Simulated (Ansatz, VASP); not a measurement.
# One calculation of N, two programs

The input INCAR:

```
SYSTEM = N
PREC = Accurate
ENCUT = 520
EDIFF = 1E-7
ISMEAR = 0
SIGMA = 0.1
LREAL = .FALSE.
LASPH = .TRUE.
NELM = 60
ALGO = Normal
ISIF = 2
LWAVE = .FALSE.
LCHARG = .TRUE.
GGA = PS
LELF = .TRUE.
LVHAR = .TRUE.
NBANDS = 8
```

The input KPOINTS:

```
regular mesh
0
G
  20 20 20
  0 0 0
```

The input POSCAR:

```
N
1.0
    0.0000000000      1.4933499170      1.5399641753
    1.4933499170      0.0000000000      1.5399641753
    1.4933499170      1.4933499170      0.0000000000
N
1
Direct
    0.0000000000      0.0000000000      0.0000000000
```

Input for Ansatz:

```yaml
crystal:
  lattice:
    - [0.0, 1.493349917, 1.5399641753]
    - [1.493349917, 0.0, 1.5399641753]
    - [1.493349917, 1.493349917, 0.0]
  atoms:
    - { symbol: "N", position: [0.0, 0.0, 0.0] }
basis:
  ecutwfc: 420
kpoints:
  mp_grid: { grid: [20, 20, 20] }
hamiltonian:
  xc: pbesol
scf:
  occupations: { method: gaussian, width: 0.1 }
output:
  forces: true
  stress: true
  eigenvalues: true
```

Alike in both runs: task single point; functional PBEsol; k mesh 20 × 20 × 20; occupations gaussian, width 0.1 eV; no spin polarisation.

|  | VASP | Ansatz |
| --- | --- | --- |
| version | VASP 6.6.1 | Ansatz 0.2.0 |
| potentials or method | VASP PAW PBE potentials, release 64 (N) | scalar-relativistic, plane waves, PAW |
| plane-wave cutoff (eV) | 520 | 420 |
| valence electrons in the cell | 5 | 5 |

```csv
,VASP,Ansatz,Ansatz less VASP
gap on the k mesh at the Fermi level (eV),none,none,-
pressure (GPa),10.8,11.0,+0.19
largest component of the traceless stress (GPa),9.30,9.34,+0.040
```

A gap of «none» marks a metal or a gap that the smearing closes. The functional is the same, so the differences come from potentials, cutoffs and numerics.

Caveats: the PAW data sets were made with another functional, which shifts forces and pressure a little (VASP).
